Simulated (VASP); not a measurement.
**VASP 6.6.1, PBE single-point calculation, HgS (strained zincblende)**

INCAR

```
ENCUT = 520
NELM = 120
SIGMA = 0.02
LASPH = .TRUE.
ISMEAR = -1
NSW = 0
IBRION = -1
NBANDS = 16
EDIFF = 1E-7
GGA = PE
ISIF = 2
LWAVE = .FALSE.
LCHARG = .FALSE.
LREAL = .FALSE.
PREC = Accurate
```

KPOINTS

```
KPOINTS created by Atomic Simulation Environment
0
Gamma
8 8 8
0 0 0
```

KPOINTS_OPT

```
special points
6
Reciprocal
0.0000000000 0.0000000000 0.0000000000 1
-0.5000000000 -0.5000000000 0.0000000000 1
-0.3750000000 -0.3750000000 0.2500000000 1
-0.3750000000 0.0000000000 0.3750000000 1
0.0000000000 0.0000000000 0.5000000000 1
-0.5000000000 -0.2500000000 0.2500000000 1
```

POSCAR

```
Hg S
 1.0000000000000000
     0.0000000000000000    2.9355344415000002    2.9355344415000002
     2.9355344415000002    0.0000000000000000    2.9355344415000002
     2.9355344415000002    2.9355344415000002    0.0000000000000000
 Hg  S
   1   1
Cartesian
  0.0000000000000000  0.0000000000000000  0.0000000000000000
  1.4677672207500001  1.4677672207500001  1.4677672207500001
```

VASP ran with the recommended PBE PAW datasets (18 valence electrons in the cell).

OSZICAR

```
N       E                     dE             d eps       ncg     rms          rms(c)
DAV:   1     0.111808405229E+03    0.11181E+03   -0.88223E+03   968   0.102E+03
DAV:   2    -0.860387613080E+00   -0.11267E+03   -0.10412E+03  1120   0.244E+02
DAV:   3    -0.493915705861E+01   -0.40788E+01   -0.40691E+01  1144   0.482E+01
DAV:   4    -0.496519601645E+01   -0.26039E-01   -0.26035E-01  1168   0.389E+00
DAV:   5    -0.496554601648E+01   -0.35000E-03   -0.35000E-03  1128   0.438E-01    0.104E+01
DAV:   6    -0.452566778060E+01    0.43988E+00   -0.72913E-01  1392   0.123E+01    0.802E+00
DAV:   7    -0.451683353968E+01    0.88342E-02   -0.16627E-01  1160   0.289E+00    0.358E+00
DAV:   8    -0.451495556139E+01    0.18780E-02   -0.17866E-02  1136   0.168E+00    0.257E-01
DAV:   9    -0.451468653880E+01    0.26902E-03   -0.19943E-03  1104   0.693E-01    0.660E-02
DAV:  10    -0.451471254783E+01   -0.26009E-04   -0.19298E-04  1112   0.153E-01    0.611E-02
DAV:  11    -0.451473015625E+01   -0.17608E-04   -0.27767E-05  1176   0.465E-02    0.315E-02
DAV:  12    -0.451473926395E+01   -0.91077E-05   -0.11460E-05  1032   0.224E-02    0.132E-02
DAV:  13    -0.451473942635E+01   -0.16240E-06   -0.56641E-07  1272   0.546E-03    0.365E-03
DAV:  14    -0.451473943559E+01   -0.92364E-08   -0.23380E-07  1040   0.382E-03
   1 F= -.45147394E+01 E0= -.45146633E+01  d E =-.152227E-03
       N       E                     dE             ncg
DAV:   1     0.116790300598E+04   -0.28642E+04      192
DAV:   2     0.492161037057E+03   -0.67574E+03      232
DAV:   3     0.467856915305E+03   -0.24304E+02      224
DAV:   4     0.467704734289E+03   -0.15218E+00      256
DAV:   5     0.467702816484E+03   -0.19178E-02      224
DAV:   6     0.467702778658E+03   -0.37826E-04      280
DAV:   7     0.467702777791E+03   -0.86679E-06      240
DAV:   8     0.467702777773E+03   -0.18676E-07      232
```

From OUTCAR

```
k-points           NKPTS =     29   k-points in BZ     NKDIM =     29   number of bands    NBANDS=     16

   NELECT =      18.0000    total number of electrons

   dimension x,y,z NGX =    32 NGY =   32 NGZ =   32
   dimension x,y,z NGXF=    64 NGYF=   64 NGZF=   64

  energy-cutoff  :      520.00
  volume of cell :       50.59
      direct lattice vectors                 reciprocal lattice vectors
     0.000000000  2.935534442  2.935534442    -0.170326736  0.170326736  0.170326736
     2.935534442  0.000000000  2.935534442     0.170326736 -0.170326736  0.170326736
     2.935534442  2.935534442  0.000000000     0.170326736  0.170326736 -0.170326736

 k-points in reciprocal lattice and weights: KPOINTS created by Atomic Simulation Env
   0.00000000  0.00000000  0.00000000       0.002
   0.12500000  0.00000000  0.00000000       0.016
   0.25000000  0.00000000  0.00000000       0.016
   0.37500000  0.00000000  0.00000000       0.016
   0.50000000  0.00000000  0.00000000       0.008
   0.12500000  0.12500000  0.00000000       0.012
   0.25000000  0.12500000  0.00000000       0.047
   0.37500000  0.12500000  0.00000000       0.047
   ...

 E-fermi :   2.0506

 k-point     1 :       0.0000    0.0000    0.0000
  band No.  band energies     occupation
      1     -11.1754      2.00000
      2      -5.0062      2.00000
      3      -5.0062      2.00000
      4      -5.0062      2.00000
      5      -4.1133      2.00000
      6      -4.1133      2.00000
      7       1.5796      2.00000
      8       2.0366      1.33638
      9       2.0366      1.33638
     10       2.0366      1.33637
     11       8.0767      0.00000
     12       8.0767      0.00000
     13       8.0767      0.00000
     14      11.9679      0.00000
     15      13.6085      0.00000
     16      13.6085      0.00000

 k-point     2 :       0.1250    0.0000    0.0000
  band No.  band energies     occupation
      1     -11.1010      2.00000
      2      -4.9791      2.00000
      3      -4.9698      2.00000
      4      -4.9698      2.00000
      5      -4.1158      2.00000
      6      -4.1158      2.00000
      7       0.5371      2.00000
      8       1.8871      1.99944
      9       1.8871      1.99944
     10       2.8313      0.00000
     11       7.6899      0.00000
     12       8.2820      0.00000
     13       8.2820      0.00000
     14      12.8949      0.00000
     15      12.9972      0.00000
     16      12.9972      0.00000

 k-point     3 :       0.2500    0.0000    0.0000
  band No.  band energies     occupation
      1     -10.9165      2.00000
      2      -4.8892      2.00000
      3      -4.8892      2.00000
      4      -4.8284      2.00000
      5      -4.1071      2.00000
      6      -4.1071      2.00000
      7      -0.8965      2.00000
      8       1.5429      2.00000
      9       1.5429      2.00000
     10       3.4424      0.00000
     11       7.6612      0.00000
     12       8.6528      0.00000
     13       8.6528      0.00000
     14      12.6980      0.00000
     15      12.6980      0.00000
     16      12.7435      0.00000

 k-point     4 :       0.3750    0.0000    0.0000
  band No.  band energies     occupation
      1     -10.7255      2.00000
      2      -4.8247      2.00000
      3      -4.8247      2.00000
      4      -4.4038      2.00000
      5      -4.0700      2.00000
      6      -4.0700      2.00000
      7      -2.3408      2.00000
      8       1.2121      2.00000
      9       1.2121      2.00000
     10       3.6243      0.00000
     11       8.4233      0.00000
     12       8.8051      0.00000
     13       8.8051      0.00000
     14      12.2992      0.00000
     15      13.3507      0.00000
     16      13.3507      0.00000

 k-point     5 :       0.5000    0.0000    0.0000
  band No.  band energies     occupation
      1     -10.6446      2.00000
      2      -4.8042      2.00000
      3      -4.8042      2.00000
      4      -4.0443      2.00000
      5      -4.0443      2.00000
      6      -3.7152      2.00000
      7      -3.4174      2.00000
      8       1.0766      2.00000
      9       1.0766      2.00000
     10       3.6392      0.00000
     11       8.8083      0.00000
     12       8.8083      0.00000
     13       8.9650      0.00000
     14      12.2480      0.00000
     15      14.1603      0.00000
     16      14.1603      0.00000

 k-point     6 :       0.1250    0.1250    0.0000
  band No.  band energies     occupation
      1     -11.0761      2.00000
      2      -5.0138      2.00000
      3      -4.9350      2.00000
      4      -4.9350      2.00000
      5      -4.1445      2.00000
      6      -4.0909      2.00000
      7       0.4938      2.00000
      8       1.6513      2.00000
      9       1.6513      2.00000
     10       3.2077      0.00000
     11       7.2403      0.00000
     12       8.5319      0.00000
     13       8.5319      0.00000
     14      11.9929      0.00000
     15      13.4116      0.00000
     16      13.6099      0.00000

 k-point     7 :       0.2500    0.1250    0.0000
  band No.  band energies     occupation
      1     -10.9280      2.00000
      2      -4.9633      2.00000
      3      -4.8480      2.00000
      4      -4.8311      2.00000
      5      -4.1579      2.00000
      6      -4.0691      2.00000
      7      -0.5261      2.00000
      8       1.2634      2.00000
      9       1.3026      2.00000
     10       3.8725      0.00000
     11       6.9671      0.00000
     12       8.7879      0.00000
     13       8.9973      0.00000
     14      11.5454      0.00000
     15      13.3939      0.00000
     16      14.1105      0.00000

 k-point     8 :       0.3750    0.1250    0.0000
  band No.  band energies     occupation
      1     -10.7383      2.00000
      2      -4.8499      2.00000
      3      -4.7720      2.00000
      4      -4.5747      2.00000
      5      -4.1036      2.00000
      6      -4.0419      2.00000
      7      -1.8698      2.00000
      8       0.8722      2.00000
      9       0.9475      2.00000
     10       4.2158      0.00000
     11       7.5310      0.00000
     12       8.7456      0.00000
     13       9.2223      0.00000
     14      12.1530      0.00000
     15      13.6885      0.00000
     16      13.7329      0.00000

 k-point     9 :       0.5000    0.1250    0.0000
  band No.  band energies     occupation
      1     -10.6199      2.00000
      2      -4.7971      2.00000
      3      -4.7469      2.00000
      4      -4.1742      2.00000
      5      -4.0388      2.00000
      6      -3.8167      2.00000
      7      -3.0754      2.00000
      8       0.5204      2.00000
      9       0.8722      2.00000
     10       4.2697      0.00000
     11       8.0505      0.00000
     12       9.0869      0.00000
     13       9.1498      0.00000
     14      12.7185      0.00000
     15      13.9074      0.00000
     16      14.1883      0.00000

 k-point    10 :      -0.3750    0.1250    0.0000
  band No.  band energies     occupation
      1     -10.6468      2.00000
      2      -4.7903      2.00000
      3      -4.7704      2.00000
      4      -4.2248      2.00000
      5      -4.0882      2.00000
      6      -3.9731      2.00000
      7      -2.7091      2.00000
      8       0.4175      2.00000
      9       1.0837      2.00000
     10       4.2520      0.00000
     11       8.2325      0.00000
     12       8.7726      0.00000
     13       9.0213      0.00000
     14      13.1127      0.00000
     15      13.1405      0.00000
     16      14.2966      0.00000

 k-point    11 :      -0.2500    0.1250    0.0000
  band No.  band energies     occupation
      1     -10.8020      2.00000
      2      -4.8399      2.00000
      3      -4.8300      2.00000
      4      -4.6910      2.00000
      5      -4.1390      2.00000
      6      -4.0483      2.00000
      7      -1.4291      2.00000
      8       0.6505      2.00000
      9       1.4683      2.00000
     10       4.0854      0.00000
     11       7.7456      0.00000
     12       8.5128      0.00000
     13       8.8238      0.00000
     14      12.1932      0.00000
     15      13.3566      0.00000
     16      13.9045      0.00000

 k-point    12 :      -0.1250    0.1250    0.0000
  band No.  band energies     occupation
      1     -10.9896      2.00000
      2      -4.9390      2.00000
      3      -4.9271      2.00000
      4      -4.8810      2.00000
      5      -4.1419      2.00000
      6      -4.0882      2.00000
      7      -0.2161      2.00000
      8       1.2337      2.00000
      9       1.8078      1.99999
     10       3.5067      0.00000
     11       7.4078      0.00000
     12       8.4660      0.00000
     13       8.5957      0.00000
     14      12.2221      0.00000
     15      12.9228      0.00000
     16      13.9559      0.00000

 ...

  Total        1.2251216      1.2251216      1.2251216      0.0000000      0.0000000      0.0000000
  in kB       38.7970081     38.7970081     38.7970081      0.0000000      0.0000000      0.0000000
  external PRESSURE =      38.7970081 kB  Pullay stress =       0.0000000 kB

 POSITION                                       TOTAL-FORCE (eV/Angst)
 -----------------------------------------------------------------------------------
      0.00000      0.00000      0.00000         0.000000      0.000000     -0.000000
      1.46777      1.46777      1.46777        -0.000000     -0.000000      0.000000
 -----------------------------------------------------------------------------------
    total drift:                               -0.000000     -0.000000     -0.000000

  FREE ENERGIE OF THE ION-ELECTRON SYSTEM (eV)
  ---------------------------------------------------
  free  energy   TOTEN  =        -4.5147394356 eV

  energy  without entropy=       -4.5145872087  energy(sigma->0) =       -4.51466332
```

```
gap between bands v and c : 0.00 eV
least direct gap          : 0.00 eV
pressure                  : 3.9 GPa
```

Band v is the last that the valence electrons fill when counted band by band, and c is the next.
